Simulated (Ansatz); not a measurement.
A surface is cut from this relaxed crystal of Al$_{3}$Ni$_{2}$:

```
Al Ni
1.0
     4.00314    0.00000    0.00000
    -2.00157    3.46682    0.00000
     0.00000    0.00000    4.85946
Al Ni
3 2
Direct
  0.00000 0.00000 0.00000
  0.33333 0.66667 0.64778
  0.66667 0.33333 0.35222
  0.33333 0.66667 0.14557
  0.66667 0.33333 0.85443
```

Miller indices refer to the conventional cell of P-3m1 (No. 164), a = 4.003 Å, b = 4.003 Å, c = 4.859 Å, α = 90.00°, β = 90.00°, γ = 120.00°.

The (011) slab of 19 planes, 10.2 Å thick with 15 Å of vacuum as cut; outer planes Ni (top) and Ni (bottom).

Method: Ansatz, DFT PBEsol, scalar-relativistic, plane waves, PAW. Plane waves to 420 eV, a k mesh through Γ of 9×6×1 on the computed 19-atom cell and Gaussian smearing (0.10 eV); no spin polarisation. The cell repeats along c with a dipole correction in the vacuum.

The slab isn't stoichiometric (Al11Ni8), so its surface energy depends on the chemical potentials; it is given with the excess atoms taken from the element's standard state, a limit at which the compound may itself be unstable, so the figure can be too low.

Results for the relaxed slab:

```yaml
Surface_energy_with_the_excess_atoms_taken_from_the_elements: 2.42 J/m²
Work_function: 4.62 eV
```

Relaxation lowers the energy by 0.092 J/m² a face; the largest move is 0.174 Å.

| plane (bottom to top) | atoms | spacing to next, bulk (Å) | relaxed (Å) | change (%) |
| --- | --- | --- | --- | --- |
| 1 | Ni | 0.358 | 0.210 | -41.2 |
| 2 | Al | 1.047 | 1.041 | -0.6 |
| 3 | Al | 0.358 | 0.338 | -5.4 |
| 4 | Ni | 0.530 | 0.590 | +11.4 |
| 5 | Al | 0.530 | 0.474 | -10.6 |
| 6 | Ni | 0.358 | 0.364 | +1.9 |
| 7 | Al | 1.047 | 1.031 | -1.5 |
| 8 | Al | 0.358 | 0.388 | +8.6 |
| 9 | Ni | 0.530 | 0.517 | -2.4 |
| 10 | Al | 0.530 | 0.517 | -2.4 |
| 11 | Ni | 0.358 | 0.388 | +8.6 |
| 12 | Al | 1.047 | 1.031 | -1.5 |
| 13 | Al | 0.358 | 0.364 | +1.9 |
| 14 | Ni | 0.530 | 0.474 | -10.6 |
| 15 | Al | 0.530 | 0.590 | +11.4 |
| 16 | Ni | 0.358 | 0.338 | -5.4 |
| 17 | Al | 1.047 | 1.041 | -0.6 |
| 18 | Al | 0.358 | 0.210 | -41.2 |
| 19 | Ni |  |  |  |